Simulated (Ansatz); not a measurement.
**SiC: sliding across a plane**

The task, for SiC: slide the crystal rigidly across a (1 -1 1) plane.

The COD entry's cell or inner coordinates are ideal or old and differ from later refinements, so a difference from it is no clean test against experiment.

Computed with Ansatz 0.2.0 (DFT r2SCAN, scalar-relativistic, plane waves, PAW, unless a step's input says otherwise).

2 further runs of the same task are left out: 2 set aside as unsound or not needed. Runs told in other sessions of the task aren't counted.

## Step 1: The starting structure

The structure is cubic, space group F-43m (No. 216). Conventional cell: a = 4.356 Å, b = 4.356 Å, c = 4.356 Å, α = 90.00°, β = 90.00°, γ = 90.00°. Si (site symmetry -43m) has 4 C at 1.89 Å in its first shell of neighbours. C (site symmetry -43m) has 4 Si at 1.89 Å in its first shell of neighbours.

Structure file:

```
CELL_PARAMETERS angstrom
2.17814 -2.17814 0.00000
2.17814 0.00000 -2.17814
8.71258 8.71258 8.71258
ATOMIC_POSITIONS crystal
Si 0.00000 0.00000 0.50000
Si 0.33333 0.33333 0.33333
Si 0.66667 0.66667 0.66667
Si 0.00000 0.00000 0.00000
Si 0.33333 0.33333 0.83333
Si 0.66667 0.66667 0.16667
C 0.66667 0.66667 0.54167
C 0.00000 0.00000 0.37500
C 0.33333 0.33333 0.70833
C 0.66667 0.66667 0.04167
C 0.00000 0.00000 0.87500
C 0.33333 0.33333 0.20833
```

It is built from the cell relaxed beforehand with the same method (10.33 Å³/atom).

## Step 2: Zero of energy

The cell is repeated 6 times, 12 atoms in all. Reference values: F = -5348.0038 eV; pressure 0.01 GPa; largest force 0.000 eV/Å; gap on the mesh 1.71 eV. It was computed beforehand with the settings of the runs below.

## Step 3: Next: sliding across a plane

The cut lies on the cell's a–b face, a (1 -1 1) plane of area 8.22 Å², between layers 1.89 Å apart (C below, Si above); the cell is 15.1 Å thick. Vector c is tilted by f times 1·a + 0·b (length 3.080 Å) with the atoms' Cartesian places fixed: one unrelaxed fault per cell.

## Step 4: At f = 0.200

Contents of input.yaml:

```yaml
crystal:
  lattice:
    - [2.1781449867, -2.1781449867, 0.0]
    - [2.1781449867, 0.0, -2.1781449867]
    - [9.1482089442, 8.2769509496, 8.7125799469]
  atoms:
    - { symbol: Si, position: [0.92084, 0.0, 0.3958] }
    - { symbol: Si, position: [0.2875066667, 0.3333333333, 0.2291333333] }
    - { symbol: Si, position: [0.5541733333, 0.6666666667, 0.5624666667] }
    - { symbol: Si, position: [0.82084, 1.0, 0.8958] }
    - { symbol: Si, position: [0.1875066667, 0.3333333333, 0.7291333333] }
    - { symbol: Si, position: [0.6541733333, 0.6666666667, 0.0624666667] }
    - { symbol: C, position: [0.5791733333, 0.6666666667, 0.4374666667] }
    - { symbol: C, position: [-0.05416, 0.0, 0.2708] }
    - { symbol: C, position: [0.2125066667, 0.3333333333, 0.6041333333] }
    - { symbol: C, position: [0.4791733333, 0.6666666667, 0.9374666667] }
    - { symbol: C, position: [-0.15416, 0.0, 0.7708] }
    - { symbol: C, position: [0.3125066667, 0.3333333333, 0.1041333333] }
basis:
  ecutwfc: 500
kpoints:
  mp_grid: { grid: [10, 10, 2] }
hamiltonian:
  xc: r2scan
scf:
  occupations: { method: gaussian, width: 0.05 }
output:
  forces: true
  stress: true
  eigenvalues: true
```

Launch:

```
> ansatz run input.yaml --threads 2 --pin off --max-ram 5120MiB --backend cpu --events-out ev --progress --plain --runs-dir out
```

## Step 5: At f = 0.400

Contents of input.yaml:

```yaml
crystal:
  lattice:
    - [2.1781449867, -2.1781449867, 0.0]
    - [2.1781449867, 0.0, -2.1781449867]
    - [9.5838379416, 7.8413219522, 8.7125799469]
  atoms:
    - { symbol: Si, position: [0.84168, 0.0, 0.3958] }
    - { symbol: Si, position: [0.24168, 0.3333333333, 0.2291333333] }
    - { symbol: Si, position: [0.44168, 0.6666666667, 0.5624666667] }
    - { symbol: Si, position: [0.64168, 1.0, 0.8958] }
    - { symbol: Si, position: [0.04168, 0.3333333333, 0.7291333333] }
    - { symbol: Si, position: [0.64168, 0.6666666667, 0.0624666667] }
    - { symbol: C, position: [0.49168, 0.6666666667, 0.4374666667] }
    - { symbol: C, position: [-0.10832, 0.0, 0.2708] }
    - { symbol: C, position: [0.09168, 0.3333333333, 0.6041333333] }
    - { symbol: C, position: [0.29168, 0.6666666667, 0.9374666667] }
    - { symbol: C, position: [-0.30832, 0.0, 0.7708] }
    - { symbol: C, position: [0.29168, 0.3333333333, 0.1041333333] }
basis:
  ecutwfc: 500
kpoints:
  mp_grid: { grid: [10, 10, 2] }
hamiltonian:
  xc: r2scan
scf:
  occupations: { method: gaussian, width: 0.05 }
output:
  forces: true
  stress: true
  eigenvalues: true
```

## Step 6: Point f = 0.100

Contents of input.yaml:

```yaml
crystal:
  lattice:
    - [2.1781449867, -2.1781449867, 0.0]
    - [2.1781449867, 0.0, -2.1781449867]
    - [8.9303944456, 8.4947654482, 8.7125799469]
  atoms:
    - { symbol: Si, position: [0.96042, 0.0, 0.3958] }
    - { symbol: Si, position: [0.31042, 0.3333333333, 0.2291333333] }
    - { symbol: Si, position: [0.61042, 0.6666666667, 0.5624666667] }
    - { symbol: Si, position: [0.91042, 1.0, 0.8958] }
    - { symbol: Si, position: [0.26042, 0.3333333333, 0.7291333333] }
    - { symbol: Si, position: [0.66042, 0.6666666667, 0.0624666667] }
    - { symbol: C, position: [0.62292, 0.6666666667, 0.4374666667] }
    - { symbol: C, position: [-0.02708, 0.0, 0.2708] }
    - { symbol: C, position: [0.27292, 0.3333333333, 0.6041333333] }
    - { symbol: C, position: [0.57292, 0.6666666667, 0.9374666667] }
    - { symbol: C, position: [-0.07708, 0.0, 0.7708] }
    - { symbol: C, position: [0.32292, 0.3333333333, 0.1041333333] }
basis:
  ecutwfc: 500
kpoints:
  mp_grid: { grid: [10, 10, 2] }
hamiltonian:
  xc: r2scan
scf:
  occupations: { method: gaussian, width: 0.05 }
output:
  forces: true
  stress: true
  eigenvalues: true
```

## Step 7: Point f = 0.300

Contents of input.yaml:

```yaml
crystal:
  lattice:
    - [2.1781449867, -2.1781449867, 0.0]
    - [2.1781449867, 0.0, -2.1781449867]
    - [9.3660234429, 8.0591364509, 8.7125799469]
  atoms:
    - { symbol: Si, position: [0.88126, 0.0, 0.3958] }
    - { symbol: Si, position: [0.2645933333, 0.3333333333, 0.2291333333] }
    - { symbol: Si, position: [0.4979266667, 0.6666666667, 0.5624666667] }
    - { symbol: Si, position: [0.73126, 1.0, 0.8958] }
    - { symbol: Si, position: [0.1145933333, 0.3333333333, 0.7291333333] }
    - { symbol: Si, position: [0.6479266667, 0.6666666667, 0.0624666667] }
    - { symbol: C, position: [0.5354266667, 0.6666666667, 0.4374666667] }
    - { symbol: C, position: [-0.08124, 0.0, 0.2708] }
    - { symbol: C, position: [0.1520933333, 0.3333333333, 0.6041333333] }
    - { symbol: C, position: [0.3854266667, 0.6666666667, 0.9374666667] }
    - { symbol: C, position: [-0.23124, 0.0, 0.7708] }
    - { symbol: C, position: [0.3020933333, 0.3333333333, 0.1041333333] }
basis:
  ecutwfc: 500
kpoints:
  mp_grid: { grid: [10, 10, 2] }
hamiltonian:
  xc: r2scan
scf:
  occupations: { method: gaussian, width: 0.05 }
output:
  forces: true
  stress: true
  eigenvalues: true
  write_density: true
  write_potential: true
  elf: true
  volumetric_format: npy
```

## Step 8: f = 0.500

Contents of input.yaml:

```yaml
crystal:
  lattice:
    - [2.1781449867, -2.1781449867, 0.0]
    - [2.1781449867, 0.0, -2.1781449867]
    - [9.8016524402, 7.6235074536, 8.7125799469]
  atoms:
    - { symbol: Si, position: [0.8021, 0.0, 0.3958] }
    - { symbol: Si, position: [0.2187666667, 0.3333333333, 0.2291333333] }
    - { symbol: Si, position: [0.3854333333, 0.6666666667, 0.5624666667] }
    - { symbol: Si, position: [0.5521, 1.0, 0.8958] }
    - { symbol: Si, position: [-0.0312333333, 0.3333333333, 0.7291333333] }
    - { symbol: Si, position: [0.6354333333, 0.6666666667, 0.0624666667] }
    - { symbol: C, position: [0.4479333333, 0.6666666667, 0.4374666667] }
    - { symbol: C, position: [-0.1354, 0.0, 0.2708] }
    - { symbol: C, position: [0.0312666667, 0.3333333333, 0.6041333333] }
    - { symbol: C, position: [0.1979333333, 0.6666666667, 0.9374666667] }
    - { symbol: C, position: [-0.3854, 0.0, 0.7708] }
    - { symbol: C, position: [0.2812666667, 0.3333333333, 0.1041333333] }
basis:
  ecutwfc: 500
kpoints:
  mp_grid: { grid: [10, 10, 2] }
hamiltonian:
  xc: r2scan
scf:
  occupations: { method: gaussian, width: 0.05 }
output:
  forces: true
  stress: true
  eigenvalues: true
```

(Steps that only read results are left out.)

**Question.** What will these runs give? Wanted: largest shear traction sampled.

**Answer**, as computed:

```
                      quantity                    value
  highest fault energy sampled  4225 mJ/m² at f = 0.500
largest shear traction sampled                 44.5 GPa
```

**Reading.** The highest point computed is 4225 mJ/m², at f = 0.500; the true top can lie between points. Nothing is relaxed, so these energies are upper bounds; letting the layers move apart would lower them. The gap on the mesh stays between 0.85 and 1.71 eV.
